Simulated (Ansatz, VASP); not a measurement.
# SnO2 in VASP and in Ansatz

```
Sn O
1.0
     0.00000    2.57415    2.57415
     2.57415    0.00000    2.57415
     2.57415    2.57415    0.00000
Sn O
1 2
Direct
  0.00000 0.00000 0.00000
  0.24316 0.24421 0.24779
  0.75000 0.75000 0.75000
```

Change from the starting cell: one atom moved.

Alike in both runs: task single point; functional PBEsol; k mesh 12 × 12 × 12; occupations gaussian, width 0.1 eV; no spin polarisation.

```csv
,VASP,Ansatz
version,VASP 6.6.1,Ansatz 0.2.0
potentials or method,"VASP PAW PBE potentials, release 64 (Sn_d, O)","scalar-relativistic, plane waves, PAW"
plane-wave cutoff (eV),520,420
valence electrons in the cell,26,26
```

```csv
,VASP,Ansatz,Ansatz less VASP
gap on the k mesh at the Fermi level (eV),none,none,-
pressure (GPa),-6.5,-7.0,-0.52
largest component of the traceless stress (GPa),0.27,0.23,-0.039
rms of the force components (eV/Å),0.176,0.173,-0.0034
```

Atom by atom the forces differ by 0.004 eV/Å (rms over components). A gap of «none» marks a metal or a gap that the smearing closes.

Caveats: the PAW data sets were made with another functional, which shifts forces and pressure a little (VASP).
